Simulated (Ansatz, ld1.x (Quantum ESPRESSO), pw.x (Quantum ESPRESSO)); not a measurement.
# Equation-of-state test of one TM potential (strontium (Sr))

- Element: Sr (Z = 38)
- Generator: ld1.x (Quantum ESPRESSO) 7.5
- Type: norm-conserving Troullier–Martins (Kleinman–Bylander form)
- Functional: PBE
- Relativity: scalar-relativistic
- Frozen core: [Kr]
- Valence charge: 2
- Reference configuration: 4d0 5s2 5p0
- Partial waves: 5p (bound, empty): rc 5.10 bohr; 4d (bound, empty): rc 4.06 bohr; 5s (bound): rc 5.38 bohr
- Local potential: the s channel
- Core correction: Bessel-smoothed model core, default radius (core density twice the valence density)

Atomic tests: cutoffs needed: 6 Ry and 6 Ry (the cutoffs (Ry, on a coarse ladder) from which the occupation-weighted sum of valence levels, in a spherical-Bessel basis at the reference potential, stays within 10 and 1 mRy of its value at 400 Ry) The cutoffs count occupied waves only; the empty 4d level needs 10 Ry at the loose tolerance.; ghost test: no extra level below or beside the all-electron valence levels (p, d, s, f tested) (spherical-Bessel basis up to 400 Ry, 20 bohr box); largest excitation error: -143 meV (all-electron minus pseudo) for 4d0 5s0 5p1, out of 7 test configurations.

Crystal test: sc Sr in pw.x 7.5, no spin, 9³ k-points, Fermi–Dirac smearing 0.01 Ry, cutoffs 50/200 Ry. The reference is all-electron LAPW (Ansatz 0.2.0) with the same functional, mesh and smearing; V0 and B0 come from Birch–Murnaghan fits to the pressures at five volumes. Errors are pseudo minus all-electron; Δ is the rms difference of the E(V) curves that follow from these fits, minima aligned, over ±6 % about the mean V0. Mesh and smearing are coarse, so the numbers serve the comparison and aren't converged zero-temperature values; the lattice is a test structure that the element need not adopt.

All-electron: a0 = 3.874 Å (V0 = 58.16 Å³/atom), B0 = 6.7 GPa.

How far does the potential miss the all-electron equation of state?

mean pressure error (GPa): -0.85. The pressure does not cross zero within the volumes sampled, so no fit is given. The largest radius (5.38 bohr) exceeds half the bond length (3.67 bohr), so the spheres overlap, which is one possible source of error among others. This is a poor potential for the solid.

```json
{"V (Å³/atom)": "55.460", "P all-electron (GPa)": "0.34", "P pseudo (GPa)": "-0.65"}
{"V (Å³/atom)": "56.920", "P all-electron (GPa)": "0.15", "P pseudo (GPa)": "-0.76"}
{"V (Å³/atom)": "58.379", "P all-electron (GPa)": "-0.03", "P pseudo (GPa)": "-0.86"}
{"V (Å³/atom)": "59.838", "P all-electron (GPa)": "-0.18", "P pseudo (GPa)": "-0.96"}
{"V (Å³/atom)": "61.298", "P all-electron (GPa)": "-0.33", "P pseudo (GPa)": "-1.04"}
```

At the middle volume, how do free energy and pressure move when the wave cutoff is lowered (ecutrho kept at four times it)?

```csv
cutoff (Ry),shift of F (meV/atom),shift of P (GPa)
22,+0.1,+0.00
30,+0.0,+0.00
40,+0.0,+0.00
```

The run at the middle volume (35 k-points, 6 iterations) took about 5 s on one core of a shared host (Neoverse-V2, 192 threads, 742 GiB, load 51).
